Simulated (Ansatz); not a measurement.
Crystal: CdO (Monteponite).

```xyz
2
Lattice="0.0000 2.3495 2.3495 2.3495 0.0000 2.3495 2.3495 2.3495 0.0000" Properties=species:S:1:pos:R:3 pbc="T T T"
Cd    0.0000    0.0000    0.0000
O     2.3495    2.3495    2.3495
```

* Program: Ansatz 0.2.0
* Task: relaxation of cell and atoms
* Functional: SVWN5
* Potentials or basis: Ansatz PAW
* Cutoff: 420 eV (not typed: the program's choice for these potentials)
* k mesh: 10 × 10 × 10
* Occupations: fermi-dirac, width 0.05 eV
* Spin: no spin polarisation

At the start: volume 12.97 Å³/atom.

Problem. Where does the relaxation end?

Solution. It ends after 7 steps and the volume is 12.43 Å³/atom (-4.1 %); space group Fm-3m (No. 225, to 0.05 Å).

Step by step:
| step | energy change (eV) | largest force (eV/Å) | volume (Å³) |
| --- | --- | --- | --- |
| 1 | 0.0000 | 0.0000 | 25.94 |
| 2 | -0.0250 | 0.0000 | 24.62 |
| 3 | -0.0253 | 0.0000 | 24.92 |
| 4 | -0.0254 | 0.0000 | 24.90 |
| 5 | -0.0217 | 0.0000 | 24.90 |
| 6 | -0.0219 | 0.0000 | 24.86 |
| 7 | -0.0217 | 0.0000 | 24.86 |

Final structure:
```
Cd O
1.0
     0.00000    2.31660    2.31660
     2.31660    0.00000    2.31660
     2.31660    2.31660    0.00000
Cd O
1 1
Direct
  0.00000 0.00000 0.00000
  0.50000 0.50000 0.50000
```

Caveat: the plane-wave basis is chosen anew once the cell has moved, so the energies of steps on either side of that aren't comparable; the pressure holds a Pulay correction of +0.7 GPa for the finite cutoff; the PAW data sets come from PBE, with cores solved anew for the run's functional, which leaves a small shift of forces and pressure.
